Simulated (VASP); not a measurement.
Set up this calculation in VASP 6.6.1, as the native input.

```yaml
Task: single point
Functional: PBEsol
Potentials_or_basis: VASP PAW PBE potentials, release 64 (Ge_d)
Cutoff: 520 eV
k_mesh: 10 × 10 × 6
Occupations: fermi-dirac, width 0.05 eV
Spin: no spin polarisation
Ladder: free
Further_INCAR_settings: ALGO = Normal; EDIFF = 1e-07; NBANDS = 21
```

The structure of Ge lies in POSCAR:

```
Ge
1.0
    1.4880529250     -2.5946896100      0.0000000000
    1.4880529250      2.5946896100      0.0000000000
    0.0000000000      0.0000000000      4.7275957900
Ge
2
Direct
    0.3271040000      0.6793620000      0.2532250000
    0.6791040000      0.3358940000      0.7452560000
```

This isn't the form of Ge at room conditions, which is diamond.

The cell isn't the ideal one: atoms moved at random, drawn with an rms of 0.05 Å.

One way to write it, as run:

INCAR

```
SYSTEM = Ge
PREC = Accurate
ENCUT = 520
EDIFF = 1E-7
ISMEAR = -1
SIGMA = 0.05
LREAL = .FALSE.
LASPH = .TRUE.
NELM = 100
ALGO = Normal
ISIF = 2
LWAVE = .FALSE.
LCHARG = .FALSE.
GGA = PS
NBANDS = 21
```

KPOINTS

```
Automatic mesh
0
G
  10 10 6
  0 0 0
```

Potentials or basis: VASP PAW PBE potentials, release 64 (Ge_d).

The run is started by

```console
$ cat potpaw_PBE.64/Ge_d/POTCAR > POTCAR
$ mpirun -np 1 vasp_std > vasp.out
```

Results of the run:

* Pressure: 0.5 GPa
* Largest force: 0.024 eV/Å
* Band gap on the k mesh: none (metal or under the smearing width)

Caveat: the PAW data sets were made with another functional, which shifts forces and pressure a little.

Wall time 51 s on 1 thread of Intel(R) Xeon(R) 6975P-C (Granite Rapids) (shared host), peak memory 0.29 GiB.
